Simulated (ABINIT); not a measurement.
MoS2:

```
Mo S
1.0
     3.22746    0.00000    0.00000
    -1.61373    2.79507    0.00000
     0.00000    0.00000    6.31247
Mo S
1 2
Direct
  0.00000 0.00000 0.50000
  0.66667 0.33333 0.74468
  0.33333 0.66667 0.25532
```

Measurements of this composition are mostly on another form, of space group No. 194.

* Program: ABINIT 10.8.3 (patched build)
* Task: relaxation of cell and atoms
* Functional: PBE
* Dispersion: D3
* Potentials or basis: JTH PAW PBE v2.0
* Cutoff: 544 eV
* k mesh: 9 × 9 × 4
* Occupations: fermi-dirac, width 0.05 eV
* Spin: no spin polarisation

At the start: pressure -1.1 GPa; volume 18.98 Å³/atom.

**Question.** Where does the relaxation end?

**Answer.** Over 12 steps the energy falls by 14.1 meV/atom and the volume is 17.50 Å³/atom (-7.8 %); space group P-3m1 (No. 164, to 0.05 Å).

The path:
```
step  energy change (eV)  largest force (eV/Å)  pressure (GPa)  volume (Å³)
   1              0.0000                0.3144           -1.08        56.94
   2             -0.0048                0.2967           -0.98        56.76
   3             -0.0257                0.0661            0.07        54.88
   4             -0.0264                0.0780           -0.07        55.03
   5             -0.0273                0.0853           -0.25        55.12
   6             -0.0295                0.0861           -0.56        55.08
   7             -0.0340                0.0741           -0.86        54.63
   8             -0.0391                0.0480           -0.75        53.60
   9             -0.0418                0.0171           -0.28        52.65
  10             -0.0423                0.0047           -0.06        52.48
  11             -0.0424                0.0036           -0.03        52.52
  12             -0.0424                0.0018           -0.01        52.51
```

Final structure:
```yaml
crystal:
  lattice:
    - [3.18389, 0.00000, 0.00000]
    - [-1.59194, 2.75733, 0.00000]
    - [0.00000, 0.00000, 5.98103]
  atoms:
    - { symbol: Mo, position: [0.00000, 0.00000, 0.50000] }
    - { symbol: S, position: [0.66667, 0.33333, 0.76346] }
    - { symbol: S, position: [0.33333, 0.66667, 0.23654] }
```
